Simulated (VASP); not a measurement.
# ZnSe (F-43m) in VASP: notebook

One crystal, ZnSe, is run at these levels: LDA; tasks: relaxation of cell and atoms.

All numbers are computed with VASP 6.6.1; they aren't measurements. Logs are shortened: lines on timing, memory, paths and dates and some standing lists are left out, and cuts for length are marked.

**1. Starting point**

It takes space group F-43m (No. 216, cubic). Conventional cell: a = 5.668 Å, b = 5.668 Å, c = 5.668 Å, α = 90.00°, β = 90.00°, γ = 90.00°. Zn (site symmetry -43m) has 4 Se at 2.45 Å as nearest neighbours. Se (site symmetry -43m) has 4 Zn at 2.45 Å as nearest neighbours.

**2. Relaxation of cell and atoms, LDA**

File INCAR:

```
PREC = Accurate
ENCUT = 350
EDIFF = 1E-7
ISMEAR = 0
SIGMA = 0.02
LREAL = F
LASPH = T
NELM = 60
ALGO = Fast
ISIF = 3
LWAVE = F
LCHARG = F
GGA = CA
IBRION = 2
NSW = 80
EDIFFG = -0.002
```

File KPOINTS:

```
regular mesh
0
Gamma
  6 6 6
```

File POSCAR:

```
ZnSe
1.0
    0.0000000000      2.8338000000      2.8338000000
    2.8338000000      0.0000000000      2.8338000000
    2.8338000000      2.8338000000      0.0000000000
Zn Se
1 1
Direct
    0.0000000000      0.0000000000      0.0000000000
    0.2500000000      0.2500000000      0.2500000000
```

Potentials or basis: VASP PAW LDA potentials, release 64 (Zn, Se).

On the command line:

```console
cat potpaw_LDA.64/Zn/POTCAR potpaw_LDA.64/Se/POTCAR > POTCAR
mpirun -np 1 vasp_std > vasp.out
```

OUTCAR:

```text
PREC = Accurate
   ENCUT = 350
   EDIFF = 1E-7
   ISMEAR = 0
   LREAL = F
   LASPH = T
   NELM = 60
   ISIF = 3
   GGA = CA
   IBRION = 2
   NSW = 80
   EDIFFG = -0.002

 ion  position               nearest neighbor table
   1  0.000  0.000  0.000-   2 2.45   2 2.45   2 2.45   2 2.45
   2  0.250  0.250  0.250-   1 2.45   1 2.45   1 2.45   1 2.45

  LATTYP: Found a face centered cubic cell.
 ALAT       =     5.6676000000

  Lattice vectors:

 A1 = (   0.0000000000,   2.8338000000,   2.8338000000)
 A2 = (   2.8338000000,   0.0000000000,   2.8338000000)
 A3 = (   2.8338000000,   2.8338000000,   0.0000000000)

Analysis of symmetry for initial positions (statically):
=====================================================================
 Subroutine PRICEL returns:
 Original cell was already a primitive cell.

 Routine SETGRP: Setting up the symmetry group for a
 face centered cubic supercell.

 Subroutine GETGRP returns: Found 24 space group operations
 (whereof 24 operations were pure point group operations)
 out of a pool of 48 trial point group operations.

The static configuration has the point symmetry T_d .

Analysis of symmetry for dynamics (positions and initial velocities):
=====================================================================
 Subroutine PRICEL returns:
 Original cell was already a primitive cell.

 Routine SETGRP: Setting up the symmetry group for a
 face centered cubic supercell.

 Subroutine GETGRP returns: Found 24 space group operations
 (whereof 24 operations were pure point group operations)
 out of a pool of 48 trial point group operations.

The dynamic configuration has the point symmetry T_d .

 Subroutine INISYM returns: Found 24 space group operations
 (whereof 24 operations are pure point group operations),
 and found     1 'primitive' translations

----------------------------------------------------------------------------------------

                                     Primitive cell

  volume of cell :      45.5132

  direct lattice vectors                    reciprocal lattice vectors
     0.000000000  2.833800000  2.833800000    -0.176441527  0.176441527  0.176441527
     2.833800000  0.000000000  2.833800000     0.176441527 -0.176441527  0.176441527
     2.833800000  2.833800000  0.000000000     0.176441527  0.176441527 -0.176441527

  length of vectors
     4.007598393  4.007598393  4.007598393     0.305605690  0.305605690  0.305605690

  position of ions in fractional coordinates (direct lattice)
     0.000000000  0.000000000  0.000000000
     0.250000000  0.250000000  0.250000000

  ion indices of the primitive-cell ions
   primitive index   ion index
                 1           1
                 2           2

----------------------------------------------------------------------------------------

 KPOINTS: regular mesh

Automatic generation of k-mesh.
 Grid dimensions read from file:
 generate k-points for:    6    6    6

 Generating k-lattice:

  Cartesian coordinates                     Fractional coordinates (reciprocal lattice)
    -0.029406921  0.029406921  0.029406921     0.166666667  0.000000000  0.000000000
     0.029406921 -0.029406921  0.029406921     0.000000000  0.166666667  0.000000000
     0.029406921  0.029406921 -0.029406921     0.000000000  0.000000000  0.166666667

  Length of vectors
     0.050934282  0.050934282  0.050934282

  Shift w.r.t. Gamma in fractional coordinates (k-lattice)
     0.000000000  0.000000000  0.000000000

 Subroutine IBZKPT returns following result:
 ===========================================

 Found     16 irreducible k-points:

 Following reciprocal coordinates:
            Coordinates               Weight
  0.000000  0.000000  0.000000      1.000000
  0.166667  0.000000  0.000000      8.000000
  0.333333  0.000000  0.000000      8.000000
  0.500000  0.000000  0.000000      4.000000
  0.166667  0.166667  0.000000      6.000000
  0.333333  0.166667  0.000000     24.000000
[... 8 lines left out ...]
 -0.333333  0.333333  0.166667     24.000000
 -0.333333  0.500000  0.166667     12.000000
   k-points           NKPTS =     16   k-points in BZ     NKDIM =     16   number of bands    NBANDS=     13
   number of dos      NEDOS =    301   number of ions     NIONS =      2
   total plane-waves  NPLWV =  13824
   dimension x,y,z NGX =    24 NGY =   24 NGZ =   24
   dimension x,y,z NGXF=    48 NGYF=   48 NGZF=   48
   ions per type =               1   1
   NGX,Y,Z   is equivalent  to a cutoff of   9.96,  9.96,  9.96 a.u.
   NGXF,Y,Z  is equivalent  to a cutoff of  19.91, 19.91, 19.91 a.u.
 SYSTEM =  unknown system
   PREC   = accura    normal or accurate (medium, high low for compatibility)
   ISTART =      0    job   : 0-new  1-cont  2-samecut
   ICHARG =      2    charge: 1-file 2-atom 10-const
   ISPIN  =      1    spin polarized calculation?
   LNONCOLLINEAR =      F non collinear calculations
   LSORBIT =      F    spin-orbit coupling
   LASPH  =      T    aspherical Exc in radial PAW
   ENCUT  =  350.0 eV  25.72 Ry    5.07 a.u.   6.11  6.11  6.11*2*pi/ulx,y,z
   NELM   =     60;   NELMIN=  2; NELMDL= -5     # of ELM steps
   EDIFF  = 0.1E-06   stopping-criterion for ELM
   LREAL  =      F    real-space projection
   EDIFFG = -.2E-02   stopping-criterion for IOM
   NSW    =     80    number of steps for IOM
   IBRION =      2    ionic relax: 0-MD 1-quasi-New 2-CG
   NFREE  =      1    steps in history (QN), initial steepest desc. (CG)
   ISIF   =      3    stress and relaxation
   ISYM   =      2    0-nonsym 1-usesym 2-fastsym
   POTIM  = 0.5000    time-step for ionic-motion
   TEBEG  =    0.0;   TEEND  =   0.0 temperature during run
   PSTRESS=    0.0 pullay stress
   NELECT =      18.0000    total number of electrons
   NUPDOWN=      -1.0000    fix difference up-down
   EMIN   =  10.00;   EMAX   =-10.00  energy-range for DOS
   EFERMI =   0.00;   METHOD = LEGACY
   ISMEAR =     0;   SIGMA  =   0.02  broadening in eV -4-tet -1-fermi 0-gaus
   EFERMI_NEDOS =   21; number of points for ismear=-14 and -15
   IALGO  =     68    algorithm
   IMIX   =      4    mixing-type and parameters
     AMIX     =   0.40;   BMIX     =  1.00
     AMIX_MAG =   1.60;   BMIX_MAG =  1.00
  volume/ion in A,a.u.               =      22.76       153.57
  Fermi-wavevector in a.u.,A,eV,Ry     =   1.201673  2.270834 19.647073  1.444019
  Thomas-Fermi vector in A             =   2.337476
   LORBIT       =      0    0 simple, 1 ext, 2 COOP (PROOUT), +10 PAW based schemes
   GGA     = CA    functional components
   LHFCALC =     F    Hartree Fock is set to
   AEXX    =    0.0000 exact exchange contribution
   IVDW    =     0    specifies the selected vdW correction
   LEPSILON=     F    determine dielectric tensor
   LRPA    =     F    only Hartree local field effects (RPA)
 conjugate gradient relaxation of ions
 non-spin polarized calculation
 RMM-DIIS sequential band-by-band and
 Gauss-broadening in eV      SIGMA  =   0.02
  energy-cutoff  :      350.00
  volume of cell :       45.51
 maximum number of plane-waves:       692
   NGX = 13   NGY = 13   NGZ = 13

--------------------------------------- Ionic step        1  -------------------------------------------

 number of electron      17.9999993 magnetization

 Free energy of the ion-electron system (eV)
  ---------------------------------------------------
  ext. energy  EPLUGINS =         0.00000000
  ---------------------------------------------------
  free energy    TOTEN  =        -7.34309145 eV

  energy without entropy =       -7.34309145  energy(sigma->0) =       -7.34309145

------------------------ aborting loop because EDIFF is reached ----------------------------------------

  FORCE on cell =-STRESS in cart. coord.  units (eV):
  Direction    XX          YY          ZZ          XY          YZ          ZX
  --------------------------------------------------------------------------------------
  -------------------------------------------------------------------------------------
  Total       -0.9354436     -0.9354436     -0.9354436      0.0000000      0.0000000      0.0000000
  in kB      -32.9299145    -32.9299145    -32.9299145      0.0000000      0.0000000      0.0000000
  external PRESSURE =     -32.9299145 kB  Pullay stress =       0.0000000 kB
[... 21 lines left out ...]
  energy  without entropy=       -7.3430914503  energy(sigma->0) =       -7.34309145

--------------------------------------- Ionic step        2  -------------------------------------------

 number of electron      18.0000045 magnetization

 E-fermi :   2.2619     XC(G=0): -10.0053

 val. band max:        2.1397385703   @ k =   0.0000   0.0000   0.0000
 cond. band min:       3.4885124161   @ k =   0.0000   0.0000   0.0000
 fundamental gap:      1.3487738458
 Fermi energy:         2.2619149206

 k-point     1 :       0.0000    0.0000    0.0000
  band No.  band energies     occupation
      1     -11.6150      2.00000
      2      -4.8042      2.00000
      3      -4.8042      2.00000
      4      -4.8042      2.00000
      5      -4.3806      2.00000
      6      -4.3806      2.00000
      7       2.1397      2.00000
      8       2.1397      2.00000
      9       2.1397      2.00000
     10       3.4885      0.00000
     11       7.8097      0.00000
     12       7.8097      0.00000
     13       7.8097      0.00000
[... 271 lines left out ...]
  energy  without entropy=       -7.3651192917  energy(sigma->0) =       -7.36511929

--------------------------------------- Ionic step        3  -------------------------------------------

 number of electron      18.0000057 magnetization

 Free energy of the ion-electron system (eV)
  ---------------------------------------------------
  ext. energy  EPLUGINS =         0.00000000
  ---------------------------------------------------
  free energy    TOTEN  =        -7.36791639 eV

  energy without entropy =       -7.36791639  energy(sigma->0) =       -7.36791639

 E-fermi :   2.0936     XC(G=0):  -9.9304

 val. band max:        1.9834122233   @ k =   0.0000   0.0000   0.0000
 cond. band min:       3.2614620020   @ k =   0.0000   0.0000   0.0000
 fundamental gap:      1.2780497786
 Fermi energy:         2.0935936381

 k-point     1 :       0.0000    0.0000    0.0000
  band No.  band energies     occupation
      1     -11.6545      2.00000
      2      -4.8890      2.00000
      3      -4.8890      2.00000
      4      -4.8890      2.00000
      5      -4.4814      2.00000
      6      -4.4814      2.00000
      7       1.9834      2.00000
      8       1.9834      2.00000
      9       1.9834      2.00000
     10       3.2615      0.00000
     11       7.6610      0.00000
     12       7.6610      0.00000
     13       7.6610      0.00000
[... 267 lines left out ...]
  FREE ENERGIE OF THE ION-ELECTRON SYSTEM (eV)
  ---------------------------------------------------
  free  energy   TOTEN  =        -7.3679163900 eV

  energy  without entropy=       -7.3679163900  energy(sigma->0) =       -7.36791639

 reached required accuracy - stopping structural energy minimisation
```

Wall time 11 s (1 thread of Intel Xeon Platinum 8259CL at 2.50GHz (Skylake/Cascade Lake), shared host); peak memory 0.13 GiB.

What came out:

| Quantity | Value |
| --- | --- |
| Free energy | -7.3679 eV |
| Relaxed volume | 21.61 Å³/atom |
| Relaxed cell | a = 3.939 Å, b = 3.939 Å, c = 3.939 Å, α = 60.00°, β = 60.00°, γ = 60.00° |
| Space group after relaxing (to 0.05 Å) | F-43m (No. 216) |
| Energy gained by relaxing | 12.4 meV/atom |
| Ionic steps | 3 |
| Pressure after relaxing | 0.0 GPa |
| Band gap on the k mesh | 1.28 eV, direct |

Step by step:
```
step  energy change (eV)  largest force (eV/Å)  pressure (GPa)  volume (Å³)
   1              0.0000                0.0000           -3.29        45.51
   2             -0.0220                0.0000            1.21        42.50
   3             -0.0248                0.0000           -0.01        43.21
```

Final structure:
```
CELL_PARAMETERS angstrom
0.00000 2.78519 2.78519
2.78519 0.00000 2.78519
2.78519 2.78519 0.00000
ATOMIC_POSITIONS crystal
Zn 0.00000 0.00000 0.00000
Se 0.25000 0.25000 0.25000
```

**3. Relaxation of cell and atoms, LDA**

This run uses another cell than the first one, of 21.61 Å³/atom, 0.949 times its volume.

INCAR is that of step 2.

KPOINTS is that of step 2.

File POSCAR:

```
ZnSe                                    
1.0
   -0.0000000000      2.7851947325      2.7851947325
    2.7851947325      0.0000000000      2.7851947325
    2.7851947325      2.7851947325     -0.0000000000
  Zn              Se            
     1     1
Direct
     0.0000000000000000    0.0000000000000000    0.0000000000000000
     0.2500000000000000    0.2500000000000000    0.2500000000000000
```

Potentials or basis: VASP PAW LDA potentials, release 64 (Zn, Se).

On the command line:

```console
cat potpaw_LDA.64/Zn/POTCAR potpaw_LDA.64/Se/POTCAR > POTCAR
mpirun -np 1 vasp_std > vasp.out
```

Run time: 8.1 s. Hardware: 1 thread of Intel Xeon Platinum 8259CL at 2.50GHz (Skylake/Cascade Lake), shared host; peak memory 0.12 GiB.

It converged, with:

```yaml
Free_energy: -7.3646 eV
Relaxed_volume: 21.62 Å³/atom
Relaxed_cell: a = 3.940 Å, b = 3.940 Å, c = 3.940 Å, α = 60.00°, β = 60.00°, γ = 60.00°
Space_group_after_relaxing_to_0.05_Å: F-43m (No. 216)
Energy_gained_by_relaxing: 0.0 meV/atom
Ionic_steps: 3
Pressure_after_relaxing: 0.0 GPa
Band_gap_on_the_k_mesh: 1.27 eV, direct
```

Final structure:
```
Zn Se
1.0
     0.00000    2.78589    2.78589
     2.78589    0.00000    2.78589
     2.78589    2.78589    0.00000
Zn Se
1 1
Cartesian
  0.0000 0.0000 0.0000
  1.3929 1.3929 1.3929
```

Levels at points of the mesh, in eV from the valence-band top:
```tsv
k point	band 7	band 8	band 9	band 10	band 11	band 12
(0.00, 0.00, 0.00)	0.00	0.00	0.00	1.27	5.68	5.68
(0.50, 0.00, 0.00)	-5.63	-0.95	-0.95	2.46	6.27	6.27
(0.50, 0.50, 0.00)	-5.06	-2.40	-2.40	2.69	3.31	10.90
```
